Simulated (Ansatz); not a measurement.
An input for the plane-wave PAW code Ansatz:

```yaml
crystal:
  lattice:
    - [-1.9504305427, 1.9504305427, 1.9504305427]
    - [1.9504305427, -1.9504305427, 1.9504305427]
    - [1.9504305427, 1.9504305427, -1.9504305427]
  atoms:
    - { symbol: Lu, position: [0.0, 0.0, 0.0] }
basis:
  ecutwfc: 420
  ecutrho_ratio: 4
kpoints:
  mp_grid: { grid: [8, 8, 8] }
hamiltonian:
  xc: pbe
scf:
  occupations: { method: gaussian, width: 0.05 }
output:
  forces: true
  stress: true
  eigenvalues: true
```

At room temperature and ambient pressure Lu is hcp.

Output, machine lines left out:

```
Pseudopotentials: kind: paw
Pseudopotential: Lu, paw, valence charge 25, recommended cutoff 420 eV (normal), Lu.paw.azcp
Crystal: 1 atoms, lattice volume = 29.679 Å³
Basis set: ecut = 420 eV, 603 PW (Γ), exchange–correlation on 48×48×48 points (8 copies of the dense FFT grid, shifted against one another)
Bands: 17, of which v1, the nominal top of the filled ones, is band 13 counted from 1 (12 counted from 0)
Symmetry: 48 space group operations
Space group: Im-3m (ITA 229), of the structure as read, at distance tolerance 3.1e-5 Å
k-points: 29 of 512
Initial density: superposition of atomic densities (neutral atoms: chi_scale 0, normalization atom), corrected by the library's trained network
Initial wavefunctions: pseudopotential atomic-orbital guess
Functional: x = pbe(κ = 0.804, μ = 0.21951), c = pbe(β = 0.06672)
```

```
SCF iter   1: F=—  HF=-14732.289369 eV  |F-HF|=—  |Δ(HF+E_count)|=         —  Δρ=1.26e-3  dr2=2.26e-4
SCF iter   2: F=—  HF=-14732.287097 eV  |F-HF|=—  |Δ(HF+E_count)|=   2.27e-3  Δρ=1.35e-3  dr2=3.57e-4
SCF iter   3: F=—  HF=-14732.286197 eV  |F-HF|=—  |Δ(HF+E_count)|=   9.00e-4  Δρ=4.04e-4  dr2=2.23e-5
SCF iter   4: F=—  HF=-14732.286128 eV  |F-HF|=—  |Δ(HF+E_count)|=   6.93e-5  Δρ=1.87e-4  dr2=5.40e-6
SCF iter   5: F=—  HF=-14732.286117 eV  |F-HF|=—  |Δ(HF+E_count)|=   1.08e-5  Δρ=2.33e-5  dr2=6.90e-8
SCF iter   6: F=—  HF=-14732.286116 eV  |F-HF|=—  |Δ(HF+E_count)|=   6.49e-7  Δρ=6.07e-6  dr2=3.63e-9
SCF iter   7: F=-14732.286116 eV  HF=-14732.286116 eV  |F-HF|=6.38e-8  |Δ(HF+E_count)|=   7.60e-8  Δρ=2.99e-6  dr2=5.75e-10
```

```
SCF 1 converged in 7 iterations: F = -14732.286116 eV  dr2 = 5.75e-10
SCF converged after 7 iterations
Free energy (F): -14732.286116 eV
E sigma→0 (E₀):  -14732.284839 eV
Entropy (-TS):   -0.002555 eV (-2.555 meV/atom)
Fermi energy:    13.577711 eV
--- Per-component energies (eV) ---
  E_band       = -12.973291
  E_kinetic    = 417.213847
  E_local      = -6770.738775  (includes V_loc(G=0)·N_el)
  E_nonlocal   = 576.656535
  E_hartree    = 2834.431931
  E_xc         = -217.490315
  E_vxc        = -257.345025  (∫ρ·V_xc dr)
  E_paw        = -7374.271577  (= ΣΔE_a)
  E_vpaw       = 352.377810  (= ΣTr[D̂ρ^β])
  E_aug_tail   = 0.000032  (compensation charges beyond the density's cutoff)
  E_ewald      = -4198.085238
  E_smearing   = -0.002555  (= −TS)
--- Forces (eV/Å), atoms counted from 1 ---
  atom   1  Lu     0.00000000     0.00000000     0.00000000
--- Stress (GPa, compression-positive) ---
       -0.310636       0.000000       0.000000
        0.000000      -0.310636       0.000000
        0.000000       0.000000      -0.310636
  P = ⅓ Tr σ = -0.3106 GPa (-3.106 kbar)
--- Band table (eV; the first three rows and the last of 29) ---
  k-point 0: bands = ["-42.8260", "-13.2765", "-13.2765", "-13.2765", "7.4580", "8.3835", "8.3835", "8.3835", "8.4733", "8.4733", "8.4733", "8.4900", "15.6818", "15.6818", "15.6818", "17.8781", "17.8781"]
  k-point 1: bands = ["-42.8217", "-13.3476", "-13.2994", "-13.2766", "7.8990", "8.3871", "8.3909", "8.3922", "8.4653", "8.4677", "8.4700", "8.4816", "15.3619", "15.4673", "16.1292", "17.4895", "17.8840"]
  k-point 2: bands = ["-42.8114", "-13.5147", "-13.3541", "-13.2769", "8.3931", "8.4103", "8.4145", "8.4397", "8.4487", "8.4650", "8.4794", "9.0786", "14.6307", "14.7093", "17.4066", "17.4843", "18.0106"]
  k-point 28: bands = ["-42.7739", "-13.6069", "-13.6069", "-13.6069", "8.3678", "8.4234", "8.4234", "8.4234", "8.4768", "8.4768", "8.4768", "12.1022", "12.1022", "19.1756", "19.1756", "19.1756", "19.9448"]
```

In short (PBE): pressure -0.3 GPa, gap on the mesh zero (metallic).

Scalar-relativistic only: spin–orbit splittings of the heavy atoms' levels are missing.
